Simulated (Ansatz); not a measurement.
Born–Oppenheimer molecular dynamics of a periodic cell of 12 atoms, TiO₂ (start crystal TiO2, start structure C2/m, volume 1 times the crystal's). It starts from an unrelaxed structure (largest force component 0.23 eV/Å).

Theory: DFT r2SCAN-D3(BJ), scalar-relativistic, plane waves, PAW in Ansatz 0.2.0. Settings: PAW set soft_1, cutoff 500 eV, k mesh 5x5x3, fermi-dirac smearing 0.36 eV, no spin polarisation.

```
ensemble        : NVT, Langevin thermostat
time step       : 0.75 fs
steps asked     : 70
set temperature : 4200 K
friction        : 0.02 /fs
seed            : 244960
```

First frame:

```xyz
12
Lattice="6.1536 -1.8835 0.0000 6.1536 1.8835 0.0000 -1.9283 0.0000 6.3290" Properties=species:S:1:pos:R:3
Ti 8.523 0.000 4.533
Ti -0.140 0.000 4.496
Ti 1.856 0.000 1.796
Ti 10.519 0.000 1.833
O 0.005 0.000 2.342
O 6.490 0.000 4.472
O 1.625 0.000 0.030
O 10.374 0.000 3.987
O 8.394 0.000 2.199
O 8.753 0.000 6.299
O 1.985 0.000 4.130
O 3.889 0.000 1.857
```

(1) What does the run give?

(2) What happens to the structure?

(3) How do temperature and energy run in time?

Answers

(1) All steps were run.

* steps done: 70
* time covered: 52.5 fs
* mean temperature over the second half: 3591 K
* spread of the potential energy over the second half: 49.2 meV per atom
* mean potential energy of the second half above the start: 374.8 meV per atom

The mean temperature of the second half is 15 % below the set value. A run of 0.052 ps of so small a system gives no equilibrium averages.

(2) Mean squared displacements from the first frame to the last, about the centre of mass: Ti 0.12 Å², O 0.14 Å². Another seed would give other details.

(3) 
| time (fs) | T (K) | potential energy less start (eV) |
| --- | --- | --- |
| 0 | 3850 | 0.000 |
| 3.75 | 3933 | 0.497 |
| 7.5 | 3412 | 1.677 |
| 11.25 | 1967 | 2.908 |
| 15 | 2007 | 3.238 |
| 18.75 | 2191 | 2.951 |
| 22.5 | 2937 | 3.035 |
| 26.25 | 2454 | 3.498 |
| 30 | 2913 | 4.087 |
| 33.75 | 2236 | 4.742 |
| 37.5 | 2740 | 5.243 |
| 41.25 | 3161 | 5.353 |
| 45 | 4693 | 4.513 |
| 48.75 | 5916 | 3.923 |
| 52.5 | 4867 | 4.046 |

Run time: 20 min on 4 threads of Arm Neoverse V2, on a shared host, peak memory 1.3 GiB.
